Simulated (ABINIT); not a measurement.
I:

```
CELL_PARAMETERS angstrom
3.63503 -2.39502 0.00000
3.63503 2.39502 0.00000
0.00000 0.00000 9.79344
ATOMIC_POSITIONS crystal
I 0.64930 0.35070 0.38440
I 0.14930 0.85070 0.11560
I 0.35070 0.64930 0.61560
I 0.85070 0.14930 0.88440
```

Base run:

- Program: ABINIT 10.8.3 (patched build)
- Functional: PBE
- Potentials or basis: PseudoDojo NC SR PBE v0.4.1 standard
- Cutoff: 707 eV
- k mesh: 5 × 5 × 2
- Occupations: fermi-dirac, width 0.05 eV
- Spin: no spin polarisation

Its results: band gap on the k mesh 1.30 eV, indirect (least direct gap 1.37 eV); pressure 1.5 GPa; largest force 0.916 eV/Å.

Q: The run is repeated on the same cell with these changes: potentials or basis from PseudoDojo NC SR PBE v0.4.1 standard to JTH PAW PBE v2.0; cutoff from 707 eV to 299 eV. What comes out?

A: Band gap on the k mesh 1.32 eV, indirect (least direct gap 1.39 eV); pressure 1.9 GPa; largest force 1.003 eV/Å.

Caveats: spin-orbit coupling is left out, which moves the levels of the heavy elements; an odd mesh through Γ misses points on the zone boundary, where band edges often lie; forces of over 1 eV/Å show positions far from the minimum, so gaps and moduli don't describe the material at rest (some runs).
